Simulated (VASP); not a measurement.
# Ti (P6/mmm) in VASP: notebook

Runs on Ti. Level: PBE. Tasks: single point.

Program: VASP 6.6.1. These are calculated values, not measurements. Logs are shortened: lines on timing, memory, paths and dates and some standing lists are left out, and cuts for length are marked.

**1. The crystal as given**

The structure is hexagonal, space group P6/mmm (No. 191). The conventional cell has a = 4.567 Å, b = 4.567 Å, c = 2.826 Å, α = 90.00°, β = 90.00°, γ = 120.00°. Ti (site symmetry -6m2) is surrounded by 11 Ti at 2.64 to 2.99 Å. Around Ti (site symmetry 6/mmm) lie 14 Ti at 2.83 to 2.99 Å.

This isn't the form of Ti at room conditions, which is hcp.

**2. Single point, PBE**

INCAR reads:

```
SYSTEM = Ti
PREC     = Accurate       ! precision mode
ENCUT    = 600            ! plane-wave cutoff, eV
EDIFF    = 1E-6           ! SCF threshold, eV
ISMEAR   = 0              ! smearing method
SIGMA    = 0.15           ! smearing width, eV
LREAL    = .False.        ! projectors in reciprocal space
LASPH    = .True.         ! aspherical terms in the spheres
NELM     = 100            ! most SCF steps
ALGO     = Normal         ! electronic algorithm
ISIF     = 2              ! what is computed and relaxed
LWAVE    = .False.        ! write WAVECAR
LCHARG   = .False.        ! write CHGCAR
GGA      = PE             ! functional
NBANDS   = 13             ! bands
ADDGRID  = .False.
```

KPOINTS reads:

```
Automatic mesh
0
Gamma
  5 5 7
  0 0 0
```

POSCAR reads:

```
Ti
1.0
    4.5673748306      0.0000000000      0.0000000000
   -2.2836874153      3.9554626319      0.0000000000
    0.0000000000      0.0000000000      2.8262442700
Ti
3
Direct
    0.6666666667      0.3333333333      0.5000000000
    0.3333333333      0.6666666667      0.5000000000
    0.0000000000      0.0000000000      0.0000000000
```

Potentials or basis: VASP PAW PBE potentials, release 64 (Ti).

On the command line:

```bash
$ cat potpaw_PBE.64/Ti/POTCAR > POTCAR
$ mpirun -np 1 vasp_std > vasp.out
```

OUTCAR:

```text
SYSTEM = Ti
   PREC = Accurate
   ENCUT = 600
   EDIFF = 1E-6
   ISMEAR = 0
   LREAL = .False.
   LASPH = .True.
   NELM = 100
   ISIF = 2
   GGA = PE

 Found     20 irreducible k-points:

 Following reciprocal coordinates:
            Coordinates               Weight
  0.000000  0.000000  0.000000      1.000000
  0.200000  0.000000  0.000000      6.000000
  0.400000  0.000000  0.000000      6.000000
  0.200000  0.200000  0.000000      6.000000
  0.400000  0.200000  0.000000      6.000000
  0.000000  0.000000  0.142857      2.000000
   k-points           NKPTS =     20   k-points in BZ     NKDIM =     20   number of bands    NBANDS=     13
   number of dos      NEDOS =    301   number of ions     NIONS =      3
   total plane-waves  NPLWV =  31104
   dimension x,y,z NGX =    36 NGY =   36 NGZ =   24
   dimension x,y,z NGXF=    72 NGYF=   72 NGZF=   48
   ions per type =               3
   NGX,Y,Z   is equivalent  to a cutoff of  13.10, 13.10, 14.12 a.u.
   NGXF,Y,Z  is equivalent  to a cutoff of  26.21, 26.21, 28.23 a.u.
 SYSTEM =  Ti
   PREC   = accura    normal or accurate (medium, high low for compatibility)
   ISTART =      0    job   : 0-new  1-cont  2-samecut
   ICHARG =      2    charge: 1-file 2-atom 10-const
   ISPIN  =      1    spin polarized calculation?
   LNONCOLLINEAR =      F non collinear calculations
   LSORBIT =      F    spin-orbit coupling
   LASPH  =      T    aspherical Exc in radial PAW
   ENCUT  =  600.0 eV  44.10 Ry    6.64 a.u.   9.12  9.12  5.64*2*pi/ulx,y,z
   NELM   =    100;   NELMIN=  2; NELMDL= -5     # of ELM steps
   EDIFF  = 0.1E-05   stopping-criterion for ELM
   LREAL  =      F    real-space projection
   EDIFFG = 0.1E-04   stopping-criterion for IOM
   NSW    =      0    number of steps for IOM
   IBRION =     -1    ionic relax: 0-MD 1-quasi-New 2-CG
   NFREE  =      0    steps in history (QN), initial steepest desc. (CG)
   ISIF   =      2    stress and relaxation
   ISYM   =      2    0-nonsym 1-usesym 2-fastsym
   POTIM  = 0.5000    time-step for ionic-motion
   TEBEG  =    0.0;   TEEND  =   0.0 temperature during run
   PSTRESS=    0.0 pullay stress
   NELECT =      12.0000    total number of electrons
   NUPDOWN=      -1.0000    fix difference up-down
   EMIN   =  10.00;   EMAX   =-10.00  energy-range for DOS
   EFERMI =   0.00;   METHOD = LEGACY
   ISMEAR =     0;   SIGMA  =   0.15  broadening in eV -4-tet -1-fermi 0-gaus
   EFERMI_NEDOS =   21; number of points for ismear=-14 and -15
   IALGO  =     38    algorithm
   IMIX   =      4    mixing-type and parameters
     AMIX     =   0.40;   BMIX     =  1.00
     AMIX_MAG =   1.60;   BMIX_MAG =  1.00
  volume/ion in A,a.u.               =      17.02       114.85
  Fermi-wavevector in a.u.,A,eV,Ry     =   1.010285  1.909162 13.887145  1.020676
  Thomas-Fermi vector in A             =   2.143265
   LORBIT       =      0    0 simple, 1 ext, 2 COOP (PROOUT), +10 PAW based schemes
   GGA     = PE    functional components
   LHFCALC =     F    Hartree Fock is set to
   AEXX    =    0.0000 exact exchange contribution
   IVDW    =     0    specifies the selected vdW correction
   LEPSILON=     F    determine dielectric tensor
   LRPA    =     F    only Hartree local field effects (RPA)
 non-spin polarized calculation
 Gauss-broadening in eV      SIGMA  =   0.15
  energy-cutoff  :      600.00
  volume of cell :       51.06
 maximum number of plane-waves:      1728
   NGX = 19   NGY = 19   NGZ = 11

 number of electron      12.0000000 magnetization

 Free energy of the ion-electron system (eV)
  ---------------------------------------------------
  ext. energy  EPLUGINS =         0.00000000
  ---------------------------------------------------
  free energy    TOTEN  =       -23.33276589 eV

  energy without entropy =      -23.29337066  energy(sigma->0) =      -23.31306827

 E-fermi :   3.0279     XC(G=0): -11.1539

 val. band max:        3.0137422665   @ k =   0.4000   0.0000   0.1429
 cond. band min:       3.0447437394   @ k =   0.0000   0.0000   0.0000
 fundamental gap:      0.0310014730
 Fermi energy:         3.0279081810

 k-point     1 :       0.0000    0.0000    0.0000
  band No.  band energies     occupation
      1      -2.9676      2.00000
      2       1.1200      2.00000
      3       2.3478      2.00000
      4       2.3478      2.00000
      5       2.4453      2.00000
      6       2.4453      2.00000
      7       3.0447      0.87388
      8       3.7247      0.00000
      9       4.3182      0.00000
     10       4.3182      0.00000
     11       4.8377      0.00000
     12       4.8378      0.00000
     13       4.9460      0.00000

 k-point     2 :       0.2000    0.0000    0.0000
  band No.  band energies     occupation
      1      -2.5105      2.00000
      2       1.0436      2.00000
      3       1.5698      2.00000
      4       2.1343      2.00000
      5       2.2122      2.00000
      6       3.0485      0.84588
      7       3.2880      0.01418
      8       3.7456      0.00000
      9       4.0235      0.00000
     10       4.3877      0.00000
     11       4.5339      0.00000
     12       4.6437      0.00000
     13       5.4885      0.00000

 k-point     3 :       0.4000    0.0000    0.0000
  band No.  band energies     occupation
      1      -1.2804      2.00000
      2       0.2643      2.00000
      3       0.5888      2.00000
      4       2.3549      2.00000
      5       2.4955      2.00000
      6       2.9932      1.25680
      7       3.2991      0.01056
      8       3.6146      0.00000
      9       3.9729      0.00000
     10       4.1041      0.00000
     11       4.7081      0.00000
     12       5.3812      0.00000
     13       5.3961      0.00000

 k-point     4 :       0.2000    0.2000    0.0000
  band No.  band energies     occupation
      1      -1.6759      2.00000
      2       0.5663      2.00000
      3       0.8474      2.00000
      4       2.1781      2.00000
      5       2.7069      1.99752
      6       2.9945      1.24698
      7       3.5070      0.00001
      8       3.5706      0.00000
      9       3.5813      0.00000
     10       4.3540      0.00000
     11       4.3710      0.00000
     12       5.1217      0.00000
     13       5.5853      0.00000

 k-point     5 :       0.4000    0.2000    0.0000
  band No.  band energies     occupation
      1      -0.4547      2.00000
      2      -0.2894      2.00000
      3       0.3256      2.00000
      4       2.6908      1.99852
      5       2.7313      1.99484
      6       2.8806      1.83524
      7       3.2481      0.03790
      8       3.3203      0.00583
      9       3.7417      0.00000
     10       4.2598      0.00000
     11       4.7654      0.00000
     12       4.8484      0.00000
     13       5.6711      0.00000

 k-point     6 :       0.0000    0.0000    0.1429
  band No.  band energies     occupation
      1      -2.5134      2.00000
      2       1.4532      2.00000
      3       2.0632      2.00000
      4       2.0632      2.00000
      5       2.2372      2.00000
      6       2.2372      2.00000
      7       3.6380      0.00000
      8       4.1140      0.00000
      9       4.2209      0.00000
     10       4.2209      0.00000
     11       4.7621      0.00000
     12       4.7621      0.00000
     13       5.2124      0.00000

 [... further k-points ...]
[... 5 lines left out ...]
  --------------------------------------------------------------------------------------
  -------------------------------------------------------------------------------------
  Total       -0.3938495     -0.3938495     -0.2386696      0.0000000      0.0000000      0.0000000
  in kB      -12.3585411    -12.3585411     -7.4891759      0.0000000      0.0000000      0.0000000
  external PRESSURE =     -10.7354194 kB  Pullay stress =       0.0000000 kB

 VOLUME and BASIS-vectors are now :
 -----------------------------------------------------------------------------
  energy-cutoff  :      600.00
  volume of cell :       51.06
      direct lattice vectors                 reciprocal lattice vectors
     4.567374831  0.000000000  0.000000000     0.218944150  0.126407464  0.000000000
    -2.283687415  3.955462632  0.000000000     0.000000000  0.252814928  0.000000000
     0.000000000  0.000000000  2.826244270     0.000000000  0.000000000  0.353826458

 POSITION                                       TOTAL-FORCE (eV/Angst)
 -----------------------------------------------------------------------------------
      2.28369      1.31849      1.41312        -0.000000     -0.000000     -0.000000
     -0.00000      2.63698      1.41312         0.000000      0.000000      0.000000
      0.00000      0.00000      0.00000         0.000000      0.000000     -0.000000
 -----------------------------------------------------------------------------------
    total drift:                                0.000000      0.000000     -0.000000

  FREE ENERGIE OF THE ION-ELECTRON SYSTEM (eV)
  ---------------------------------------------------
  free  energy   TOTEN  =       -23.3327658896 eV

  energy  without entropy=      -23.2933706593  energy(sigma->0) =      -23.31306827
```

Wall time 16 s (1 thread of Intel Xeon Platinum 8488C (Sapphire Rapids), shared host); peak memory 0.18 GiB.

These settings aren't checked as converged: the numbers below hold their error.

What came out:

- Free energy: -23.3328 eV
- Pressure: -1.1 GPa
- Band gap on the k mesh: none (metal or under the smearing width)

**3. Single point, PBE**

INCAR is that of step 2.

KPOINTS is that of step 2.

POSCAR reads:

```
Ti
1.0
    4.5673748306      0.0000000000      0.0000000000
   -2.2836874153      3.9554626319      0.0000000000
    0.0000000000      0.0000000000      2.8262442700
Ti
3
Direct
    0.6535550000      0.3369470000      0.4982190000
    0.3492570000      0.6782810000      0.5288300000
    0.0014220000     -0.0021490000     -0.0037100000
```

Potentials or basis: VASP PAW PBE potentials, release 64 (Ti).

On the command line:

```bash
$ cat potpaw_PBE.64/Ti/POTCAR > POTCAR
$ mpirun -np 1 vasp_std > vasp.out
```

OUTCAR:

```text
SYSTEM = Ti
   PREC = Accurate
   ENCUT = 600
   EDIFF = 1E-6
   ISMEAR = 0
   LREAL = .False.
   LASPH = .True.
   NELM = 100
   ISIF = 2
   GGA = PE

 Found     88 irreducible k-points:

 Following reciprocal coordinates:
            Coordinates               Weight
  0.000000  0.000000  0.000000      1.000000
  0.200000  0.000000  0.000000      2.000000
  0.000000  0.200000  0.000000      2.000000
 -0.200000  0.200000  0.000000      2.000000
  0.400000  0.000000  0.000000      2.000000
  0.000000  0.400000  0.000000      2.000000
   k-points           NKPTS =     88   k-points in BZ     NKDIM =     88   number of bands    NBANDS=     13
[... 168 lines left out ...]

 [... further k-points ...]
[... 5 lines left out ...]
  --------------------------------------------------------------------------------------
  -------------------------------------------------------------------------------------
  Total       -0.2902708     -0.3795821     -0.0784857      0.0604757      0.0449029      0.0316071
  in kB       -9.1083638    -11.9108477     -2.4627909      1.8976586      1.4090006      0.9917928
  external PRESSURE =      -7.8273341 kB  Pullay stress =       0.0000000 kB

 VOLUME and BASIS-vectors are now :
 -----------------------------------------------------------------------------
  energy-cutoff  :      600.00
  volume of cell :       51.06
      direct lattice vectors                 reciprocal lattice vectors
     4.567374831  0.000000000  0.000000000     0.218944150  0.126407464  0.000000000
    -2.283687415  3.955462632  0.000000000     0.000000000  0.252814928  0.000000000
     0.000000000  0.000000000  2.826244270     0.000000000  0.000000000  0.353826458

 POSITION                                       TOTAL-FORCE (eV/Angst)
 -----------------------------------------------------------------------------------
      2.21555      1.33278      1.40809         0.259470     -0.027621      0.000085
      0.04621      2.68292      1.49460        -0.227981     -0.046674     -0.260960
     -2.27228      3.94696      2.81576        -0.031489      0.074295      0.260876
 -----------------------------------------------------------------------------------
    total drift:                                0.000014      0.000005      0.000009

  FREE ENERGIE OF THE ION-ELECTRON SYSTEM (eV)
  ---------------------------------------------------
  free  energy   TOTEN  =       -23.3037679157 eV

  energy  without entropy=      -23.2634634338  energy(sigma->0) =      -23.28361567
```

OSZICAR:

```text
N       E                     dE             d eps       ncg     rms          rms(c)
DAV:   1     0.335667941547E+02    0.33567E+02   -0.48172E+03  2288   0.910E+02
DAV:   2    -0.232018627953E+02   -0.56769E+02   -0.53156E+02  2298   0.153E+02
DAV:   3    -0.264737506611E+02   -0.32719E+01   -0.30775E+01  3384   0.383E+01
DAV:   4    -0.265507953885E+02   -0.77045E-01   -0.76750E-01  2568   0.571E+00
DAV:   5    -0.265516096022E+02   -0.81421E-03   -0.81384E-03  3155   0.511E-01    0.194E+01
DAV:   6    -0.236971131030E+02    0.28545E+01   -0.63478E+00  2313   0.218E+01    0.551E+00
DAV:   7    -0.233921400271E+02    0.30497E+00   -0.19093E+00  2702   0.108E+01    0.211E+00
DAV:   8    -0.233253096965E+02    0.66830E-01   -0.46472E-01  3763   0.500E+00    0.859E-01
DAV:   9    -0.233077697224E+02    0.17540E-01   -0.76346E-02  3479   0.202E+00    0.421E-01
DAV:  10    -0.233057771730E+02    0.19925E-02   -0.10331E-02  3732   0.668E-01    0.332E-01
DAV:  11    -0.233038175113E+02    0.19597E-02   -0.80702E-03  3586   0.568E-01    0.766E-02
DAV:  12    -0.233038092500E+02    0.82613E-05   -0.22696E-04  2916   0.134E-01    0.348E-02
DAV:  13    -0.233037856197E+02    0.23630E-04   -0.37262E-05  3057   0.512E-02    0.181E-02
DAV:  14    -0.233037702912E+02    0.15329E-04   -0.14647E-05  3672   0.251E-02    0.400E-03
DAV:  15    -0.233037681246E+02    0.21666E-05   -0.10472E-06  1414   0.774E-03    0.112E-03
DAV:  16    -0.233037679157E+02    0.20889E-06   -0.17646E-07  1269   0.268E-03
   1 F= -.23303768E+02 E0= -.23283616E+02  d E =-.403045E-01
```

stdout:

```text
POSCAR found type information on POSCAR Ti
 POSCAR found :  1 types and       3 ions
 scaLAPACK will be used
 LDA part: xc-table for (Slater+PW92), standard interpolation
 POSCAR, INCAR and KPOINTS ok, starting setup
 FFT: planning ... GRIDC
 FFT: planning ... GRID_SOFT
 FFT: planning ... GRID
 WAVECAR not read
 entering main loop
```

It took 54 s on 1 thread of Intel Xeon Platinum 8488C (Sapphire Rapids), shared host; peak memory 0.22 GiB.

The run converged, but some of its settings lie outside the range that counts as converged, so its numbers aren't taken as properties of the crystal.

Results:

```
Free energy            : -23.3038 eV
Pressure               : -0.8 GPa
Largest force          : 0.350 eV/Å
Band gap on the k mesh : none (metal or under the smearing width)
```
